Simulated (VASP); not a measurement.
## CuCl (Nantokite): evGW0 quasiparticle levels with PBE

**Measured values to compare with.**

A printed reference work, data compilation reports, for a bulk crystal of CuCl at 4.2 K: band gap 3.399 eV (direct).

Crystal: CuCl (Nantokite).

```
CELL_PARAMETERS angstrom
0.00000 2.64977 2.64977
2.64977 0.00000 2.64977
2.64977 2.64977 0.00000
ATOMIC_POSITIONS crystal
Cu 0.00000 0.00000 0.00000
Cl 0.25000 0.25000 0.25000
```

* Program: VASP 6.6.1
* Task: evGW0 quasiparticle levels
* Functional: PBE
* Potentials or basis: VASP PAW PBE potentials, release 64 (Cu_GW, Cl_GW)
* Cutoff: 500 eV
* k mesh: 6 × 6 × 6
* Occupations: gaussian, width 0.01 eV
* Spin: no spin polarisation
* GW scheme: evGW0
* GW iterations: 4
* Cutoff of the response function: 150
* Frequency points: 48
* Empty bands: 147
* Further INCAR settings: ALGO = EVGW0; EDIFF = 1e-08; NBANDS = 156

| Property | Result |
| --- | --- |
| Band gap on the k mesh, mean-field level | 0.66 eV, direct |
| Quasiparticle gap | 2.28 eV |
| Least direct quasiparticle gap | 2.28 eV |

Levels at points of the mesh, in eV from the valence-band top:
| k point | band 5 | band 6 | band 7 | band 8 | band 9 | band 10 | band 11 | band 12 | band 13 |
| --- | --- | --- | --- | --- | --- | --- | --- | --- | --- |
| (0.00, 0.00, 0.00) | -1.70 | -1.70 | 0.00 | 0.00 | 0.00 | 0.66 | 6.63 | 6.63 | 6.63 |
| (0.50, 0.00, 0.00) | -1.62 | -1.62 | -1.56 | -0.65 | -0.65 | 2.99 | 7.07 | 7.09 | 7.09 |
| (0.50, 0.50, 0.00) | -1.86 | -1.57 | -1.49 | -1.27 | -1.27 | 3.37 | 4.54 | 9.10 | 11.36 |

Quasiparticle gap after each update of the energies (eV): 1.88, 2.18, 2.26, 2.28

It took 7.8 min on 4 MPI ranks on Intel(R) Xeon(R) 6975P-C (Granite Rapids), with other jobs on the host, peak memory 0.86 GiB a rank.

Against the measured gap of CuCl, 3.399 eV (direct; 4.2 K; a printed reference work, data compilation), the calculated 2.28 eV is off by -1.12 eV. The value is that of GW on PBE, without temperature or zero-point motion.

Caveat: bands, screening cutoff and mesh are small and nothing is extrapolated, so the quasiparticle values aren't converged.
